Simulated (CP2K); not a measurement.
BP:

```
CELL_PARAMETERS angstrom
3.20885 0.00000 0.00000
1.60443 2.77895 0.00000
1.60443 0.92632 2.62002
ATOMIC_POSITIONS crystal
P 0.75000 0.75000 0.75000
B 0.00000 0.00000 0.00000
```

Program: CP2K 2026.2. Alike in all runs: no spin polarisation; cell as given; k mesh 10 × 10 × 10; smearing fermi-dirac 0.05 eV.

Q: Order these runs on this cell by their band gap on the k mesh, lowest first.
A. level r2SCAN; potentials or basis POTENTIAL_UZH P GTH-SCAN-q5, B GTH-SCAN-q3; TZVP-MOLOPT-SCAN-GTH basis; EPS_DEFAULT 1.0E-9; NGRIDS 4; CUTOFF of the grids 675 Ry; points a segment of the path (NPOINTS) 6; bands added on the path 2
B. level PBE; potentials or basis POTENTIAL_UZH P GTH-PBE-q5, B GTH-PBE-q3; TZVP-MOLOPT-PBE-GTH basis; EPS_DEFAULT 1.0E-10; NGRIDS 4; CUTOFF of the grids 450 Ry
C. level TB-mBJ; potentials or basis POTENTIAL_UZH P GTH-PBE-q5, B GTH-PBE-q3; TZVP-MOLOPT-PBE-GTH basis; EPS_DEFAULT 1.0E-9; NGRIDS 5; CUTOFF of the grids 675 Ry; points a segment of the path (NPOINTS) 8; bands added on the path 6

A: B (1.37 eV), A (1.52 eV), C (1.67 eV).

Caveats: the basis of atomic orbitals isn't converged, which shifts pressures, moduli and gaps; this is a model potential without an energy functional, so only levels have meaning (some runs).

A k mesh can miss the band edges.

Not every run made on this cell is shown here.
